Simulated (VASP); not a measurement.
Calculation: PBEsol GGA, VASP's PBE PAW potentials (set 64) (plane waves; VASP).

VASP input:

### POSCAR
```
LiI
4.1738840
  0.0000000000   0.7071068235   0.7071068235
  0.7071068235   0.0000000000   0.7071068235
  0.7071068235   0.7071068235   0.0000000000
Li I
1 1
direct
  0.0000000000   0.0000000000   0.0000000000
  0.5000000000   0.5000000000   0.5000000000
```

INCAR:
```
SYSTEM = LiI
PREC = Accurate; ENCUT = 600; LREAL = .FALSE.
LASPH = .TRUE.
EDIFF = 1E-7; NELM = 100; ALGO = Normal
LMAXMIX = 4
ISMEAR = 0; SIGMA = 0.05
GGA = PS
ISIF = 2
LWAVE = .FALSE.; LCHARG = .FALSE.
```

KPOINTS:
```
kpoints
0
G
8 8 8
```

POTCAR, in this order: Li_sv I (PBE.64 set). Program: vasp_std.

Output of the run:

**OSZICAR**
```
       N       E                     dE             d eps       ncg     rms          rms(c)
DAV:   1     0.405349944498E+02    0.40535E+02   -0.41648E+03   522   0.107E+03
DAV:   2    -0.409977691527E+01   -0.44635E+02   -0.44072E+02   693   0.141E+02
DAV:   3    -0.609587415921E+01   -0.19961E+01   -0.19938E+01   639   0.353E+01
DAV:   4    -0.616760245736E+01   -0.71728E-01   -0.71672E-01   794   0.691E+00
DAV:   5    -0.616909568685E+01   -0.14932E-02   -0.14932E-02   662   0.921E-01    0.218E+00
DAV:   6    -0.615758749908E+01    0.11508E-01   -0.17699E-02   710   0.783E-01    0.139E+00
DAV:   7    -0.615674864083E+01    0.83886E-03   -0.21577E-02   755   0.921E-01    0.265E-01
DAV:   8    -0.615694299910E+01   -0.19436E-03   -0.22628E-03   585   0.370E-01    0.495E-02
DAV:   9    -0.615694577421E+01   -0.27751E-05   -0.58396E-05   668   0.706E-02    0.193E-02
DAV:  10    -0.615694920801E+01   -0.34338E-05   -0.69350E-06   652   0.221E-02    0.701E-03
DAV:  11    -0.615695100663E+01   -0.17986E-05   -0.16119E-06   611   0.109E-02    0.464E-03
DAV:  12    -0.615695127391E+01   -0.26728E-06   -0.51523E-08   545   0.197E-03    0.246E-03
DAV:  13    -0.615695099008E+01    0.28383E-06   -0.32960E-08   345   0.144E-03    0.714E-04
DAV:  14    -0.615695102823E+01   -0.38151E-07   -0.36925E-09   323   0.570E-04
   1 F= -.61569510E+01 E0= -.61569510E+01  d E =-.118612E-15
```

**OUTCAR**
```
------------------------ aborting loop because EDIFF is reached ----------------------------------------
  FORCE on cell =-STRESS in cart. coord.  units (eV):
  Direction    XX          YY          ZZ          XY          YZ          ZX
  --------------------------------------------------------------------------------------
  Total       -0.0069243     -0.0069243     -0.0069243      0.0000000      0.0000000     -0.0000000
  in kB       -0.2157646     -0.2157646     -0.2157646      0.0000000      0.0000000     -0.0000000
  external PRESSURE =      -0.2157646 kB  Pullay stress =       0.0000000 kB
  volume of cell :       51.42
      direct lattice vectors                 reciprocal lattice vectors
     0.000000000  2.951381857  2.951381857    -0.169412168  0.169412168  0.169412168
     2.951381857  0.000000000  2.951381857     0.169412168 -0.169412168  0.169412168
     2.951381857  2.951381857  0.000000000     0.169412168  0.169412168 -0.169412168
 POSITION                                       TOTAL-FORCE (eV/Angst)
 -----------------------------------------------------------------------------------
      0.00000      0.00000      0.00000         0.000000      0.000000      0.000000
      2.95138      2.95138      2.95138         0.000000     -0.000000     -0.000000
 -----------------------------------------------------------------------------------
    total drift:                                0.000000      0.000000      0.000000
  FREE ENERGIE OF THE ION-ELECTRON SYSTEM (eV)
  ---------------------------------------------------
  free  energy   TOTEN  =        -6.1569510282 eV

  energy  without entropy=       -6.1569510282  energy(sigma->0) =       -6.15695103
```
(Selected blocks of OUTCAR.)

The compound is LiI in the rock salt structure. It was relaxed first, which changed the volume by -6 %.
